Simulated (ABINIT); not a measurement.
CoO in ABINIT: convergence with cutoff

Input of the first run (cutoff 16 Ha); the others differ in this setting and in those tied to it:

The input run.abi:

```
# Pseudopotentials
pp_dirpath "./"
pseudos "27_Co_17_1.6_2.2_pbe_n_v1.0.psp8, 08_O_6_1.2_1.4_pbe_n_v1.0.psp8"

# Structure
acell 3*1.0
rprim
     0.0000000000     4.0279512346     4.0279512346
     4.0279512346     0.0000000000     4.0279512346
     4.0279512346     4.0279512346     0.0000000000
ntypat 2
znucl 27 8
natom 2
typat 1 2
xred
     0.0000000000     0.0000000000     0.0000000000
     0.5000000000     0.5000000000     0.5000000000

# Plane-wave basis
ecut 16.0

# k points
kptopt 1
ngkpt 9 9 9
nshiftk 1
shiftk 0.0 0.0 0.0

# Exchange and correlation
ixc 11

# Bands and occupations
nband 16
occopt 3
tsmear 0.00367493

# Spin
nsppol 2
spinat
     0.0000000000     0.0000000000     2.0000000000
     0.0000000000     0.0000000000     0.0000000000

# SCF cycle
nstep 100
tolvrs 1.0e-10

# Output
iomode 3
prtwf 0
prtden 0
prteig 0
prtebands 0
```

Potentials or basis: SPMS NC PBE v1.0.

Run with:

```console
$ abinit run.abi > log 2>&1
```

Hardware: 1 thread of Arm Neoverse V2 (shared host).

**Question.** The values tried are 16 Ha, 20 Ha, 24 Ha, 28 Ha, 34 Ha, 40 Ha, 46 Ha, 54 Ha, 64 Ha, loosest first. From which on does the energy stay within 1 meV/atom of the tightest run that finished?

**Answer.** From 40 Ha on.

```csv
cutoff,"energy less the tightest run, at zero smearing (meV/atom)",largest site moment (μB),SCF cycles,CPU time (s),peak memory (GiB)
16 Ha,9609.59,2.07,14,18,0.06
20 Ha,2236.04,2.50,13,20,0.07
24 Ha,521.29,2.52,15,30,0.07
28 Ha,130.77,2.53,13,36,0.08
34 Ha,13.16,2.53,13,42,0.08
40 Ha,0.94,2.53,15,73,0.1
46 Ha,0.26,2.53,14,75,0.11
54 Ha,0.11,2.53,14,100,0.12
64 Ha,0.00,2.53,14,140,0.15
```

Against the tightest run, the largest site moment stays within 0.02 μB from 24 Ha on. The tightest run that finished is the yardstick and may itself not be fully converged.

Caveat, for the tightest run too: a cell with one magnetic atom can't hold antiferromagnetic order, which such compounds often take.
